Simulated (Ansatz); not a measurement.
# SiNi2: the cost of one run

Method: DFT PBE, scalar-relativistic, plane waves, PAW, in Ansatz 0.2.0.

3 further runs of the same task are left out: 3 set aside as unsound or not needed.

**1. The starting structure**

The structure is hexagonal, space group P6_3/mmc (No. 194). The conventional cell has a = 3.912 Å, b = 3.912 Å, c = 4.991 Å, α = 90.00°, β = 90.00°, γ = 120.00°. Around Si (site symmetry -6m2) lie 11 Ni at 2.26 to 2.58 Å. Ni (site symmetry -3m) is surrounded by 8 Ni at 2.50 to 2.58 Å and 6 Si at 2.58 Å. Ni (site symmetry -6m2) is surrounded by 5 Si at 2.26 to 2.50 Å and 6 Ni at 2.58 Å.

Structure file:

```cif
data_structure
_symmetry_space_group_name_H-M 'P 1'
_symmetry_Int_Tables_number 1
_cell_length_a 6.7757
_cell_length_b 6.7757
_cell_length_c 9.9829
_cell_angle_alpha 90.000
_cell_angle_beta 90.000
_cell_angle_gamma 120.000
_cell_volume 396.91
loop_
_atom_site_label
_atom_site_type_symbol
_atom_site_fract_x
_atom_site_fract_y
_atom_site_fract_z
_atom_site_occupancy
Si1 Si 0.00000 0.33333 0.12500 1
Si2 Si 0.00000 0.33333 0.62500 1
Si3 Si 0.33333 0.00000 0.12500 1
Si4 Si 0.33333 0.00000 0.62500 1
Si5 Si 0.66667 0.66667 0.12500 1
Si6 Si 0.66667 0.66667 0.62500 1
Si7 Si 0.33333 0.33333 0.37500 1
Si8 Si 0.33333 0.33333 0.87500 1
Si9 Si 0.66667 0.00000 0.37500 1
Si10 Si 0.66667 0.00000 0.87500 1
Si11 Si 0.00000 0.66667 0.37500 1
Si12 Si 0.00000 0.66667 0.87500 1
Ni1 Ni 0.66667 0.33333 0.50000 1
Ni2 Ni 0.66667 0.33333 0.00000 1
Ni3 Ni 0.00000 0.00000 0.50000 1
Ni4 Ni 0.00000 0.00000 0.00000 1
Ni5 Ni 0.33333 0.66667 0.50000 1
Ni6 Ni 0.33333 0.66667 0.00000 1
Ni7 Ni 0.33333 0.66667 0.25000 1
Ni8 Ni 0.33333 0.66667 0.75000 1
Ni9 Ni 0.66667 0.33333 0.25000 1
Ni10 Ni 0.66667 0.33333 0.75000 1
Ni11 Ni 0.00000 0.00000 0.25000 1
Ni12 Ni 0.00000 0.00000 0.75000 1
Ni13 Ni 0.00000 0.33333 0.37500 1
Ni14 Ni 0.00000 0.33333 0.87500 1
Ni15 Ni 0.33333 0.00000 0.37500 1
Ni16 Ni 0.33333 0.00000 0.87500 1
Ni17 Ni 0.66667 0.66667 0.37500 1
Ni18 Ni 0.66667 0.66667 0.87500 1
Ni19 Ni 0.33333 0.33333 0.12500 1
Ni20 Ni 0.33333 0.33333 0.62500 1
Ni21 Ni 0.66667 0.00000 0.12500 1
Ni22 Ni 0.66667 0.00000 0.62500 1
Ni23 Ni 0.00000 0.66667 0.12500 1
Ni24 Ni 0.00000 0.66667 0.62500 1
```

It is built from the cell relaxed beforehand with the same method (11.03 Å³/atom).

**2. The perfect supercell on the trajectory's mesh**

input.yaml

```yaml
crystal:
  lattice:
    - [5.8678894296, -3.3878275418, 0.0]
    - [-5.8678894296, -3.3878275418, 0.0]
    - [0.0, 0.0, -9.9829044386]
  atoms:
    - { symbol: Si, position: [0.0, 0.3333333333, 0.125] }
    - { symbol: Si, position: [0.0, 0.3333333333, 0.625] }
    - { symbol: Si, position: [0.3333333333, 0.0, 0.125] }
    - { symbol: Si, position: [0.3333333333, 0.0, 0.625] }
    - { symbol: Si, position: [0.6666666667, 0.6666666667, 0.125] }
    - { symbol: Si, position: [0.6666666667, 0.6666666667, 0.625] }
    - { symbol: Si, position: [0.3333333333, 0.3333333333, 0.375] }
    - { symbol: Si, position: [0.3333333333, 0.3333333333, 0.875] }
    - { symbol: Si, position: [0.6666666667, 1.0, 0.375] }
    - { symbol: Si, position: [0.6666666667, 1.0, 0.875] }
    - { symbol: Si, position: [0.0, 0.6666666667, 0.375] }
    - { symbol: Si, position: [0.0, 0.6666666667, 0.875] }
    - { symbol: Ni, position: [0.6666666667, 0.3333333333, 0.5] }
    - { symbol: Ni, position: [0.6666666667, 0.3333333333, 1.0] }
    - { symbol: Ni, position: [0.0, 1.0, 0.5] }
    - { symbol: Ni, position: [0.0, 1.0, 1.0] }
    - { symbol: Ni, position: [0.3333333333, 0.6666666667, 0.5] }
    - { symbol: Ni, position: [0.3333333333, 0.6666666667, 1.0] }
    - { symbol: Ni, position: [0.3333333333, 0.6666666667, 0.25] }
    - { symbol: Ni, position: [0.3333333333, 0.6666666667, 0.75] }
    - { symbol: Ni, position: [0.6666666667, 0.3333333333, 0.25] }
    - { symbol: Ni, position: [0.6666666667, 0.3333333333, 0.75] }
    - { symbol: Ni, position: [1.0, 1.0, 0.25] }
    - { symbol: Ni, position: [1.0, 1.0, 0.75] }
    - { symbol: Ni, position: [0.0, 0.3333333333, 0.375] }
    - { symbol: Ni, position: [0.0, 0.3333333333, 0.875] }
    - { symbol: Ni, position: [0.3333333333, 0.0, 0.375] }
    - { symbol: Ni, position: [0.3333333333, 0.0, 0.875] }
    - { symbol: Ni, position: [0.6666666667, 0.6666666667, 0.375] }
    - { symbol: Ni, position: [0.6666666667, 0.6666666667, 0.875] }
    - { symbol: Ni, position: [0.3333333333, 0.3333333333, 0.125] }
    - { symbol: Ni, position: [0.3333333333, 0.3333333333, 0.625] }
    - { symbol: Ni, position: [0.6666666667, 1.0, 0.125] }
    - { symbol: Ni, position: [0.6666666667, 1.0, 0.625] }
    - { symbol: Ni, position: [0.0, 0.6666666667, 0.125] }
    - { symbol: Ni, position: [0.0, 0.6666666667, 0.625] }
  symmetry: { detect: false }
basis:
  ecutwfc: 420
kpoints:
  mp_grid: { grid: [3, 3, 2], shift: [0.0, 0.0, 0.5] }
hamiltonian:
  xc: pbe
scf:
  occupations: { method: gaussian, width: 0.1 }
output:
  forces: true
  stress: true
  eigenvalues: true
```

Started as:

```
$ ansatz run input.yaml --threads 4 --pin off --max-ram 9216MiB --backend cpu --events-out ev --progress --plain --runs-dir out
```

**Question.** How long does this run take on 4 threads of Arm Neoverse V1, shared host, and how much memory does it need?

About 55 s, with a peak of 2.5 GiB.
